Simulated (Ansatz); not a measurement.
SrTiO3, DFT, PBE, all-electron PAW with datasets made for the crystal, scalar-relativistic (Ansatz 0.2.0), run on 2 threads of Arm Neoverse N1 on a shared host.

The cell is COD entry 7212245, as deposited and not checked against the literature; nothing was relaxed. The listed cell was then made from it by scaling, straining or moving an atom.

Command: `ansatz run input.yaml --threads 2 --pin off --max-ram 6144MiB --backend cpu --events-out ev --progress --plain --runs-dir out`

```yaml
crystal:
  lattice:
    - [3.905, 0.0, 0.0]
    - [0.0, 3.905, 0.0]
    - [0.0, 0.0, 3.86595]
  atoms:
    - { symbol: Sr, position: [0.0, 0.0, 0.0] }
    - { symbol: Ti, position: [0.5, 0.5, 0.5] }
    - { symbol: O, position: [0.0, 0.5, 0.5] }
    - { symbol: O, position: [0.5, 0.0, 0.5] }
    - { symbol: O, position: [0.5, 0.5, 0.0] }
kpoints:
  mp_grid: { grid: [7, 7, 7] }
scf:
  occupations: { method: fermi_dirac, width: 0.05 }
hamiltonian:
  xc: pbe
  pseudopotentials: { kind: all_electron, datasets: crystal }
output:
  forces: true
  stress: true
  eigenvalues: true
  efg: { contact_densities: true }
```

Problem. How large is the problem that the program sets up?

Solution. 40 irreducible k-points, 1727 plane waves at Γ, 25 bands.

Problem. Estimate the wall time and the peak memory.

Solution. 21 s of wall time for 12 SCF iterations, with a peak of 0.78 GiB. Times on shared machines scatter by tens of per cent.

Problem. And the same cell and mesh by PAW (frozen-core files), asked for forces, stress, eigenvalues, efg, on the same hardware?

Solution. 4.7 s, peak memory 0.4 GiB.
